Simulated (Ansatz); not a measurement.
Lu: which structure is lowest?

All numbers below come from Ansatz, DFT, RPBE, plane waves (420 eV) with PAW, scalar-relativistic. (PAW data from PBE, frozen cores regenerated.)

Each structure is relaxed within its own symmetry, so a high-lying one may be dynamically unstable.

```tsv
structure	ΔE (meV/atom)	V (Å³/atom)	cell	magnetic state
hcp	0	30.55	a = 3.556 Å, c = 5.579 Å (c/a = 1.569)	spin not included
dhcp	23	30.56	a = 3.532 Å, c = 11.317 Å (c/a = 3.204)	spin not included
fcc	46	30.60	a = 4.965 Å	spin not included
omega (AlB2-type)	91	30.50	a = 5.528 Å, c = 3.458 Å (c/a = 0.626)	spin not included
bcc	127	31.14	a = 3.964 Å	spin not included
A15	269	32.21	a = 6.363 Å	spin not included
beta-Sn type	504	32.01	a = 6.218 Å, c = 3.311 Å (c/a = 0.532)	spin not included
simple cubic	848	34.93	a = 3.269 Å	spin not included
diamond	1946	54.27	a = 7.572 Å	spin not included
```

ΔE counts from hcp.

Differences under about 8 meV lie within the error of the k-point mesh.
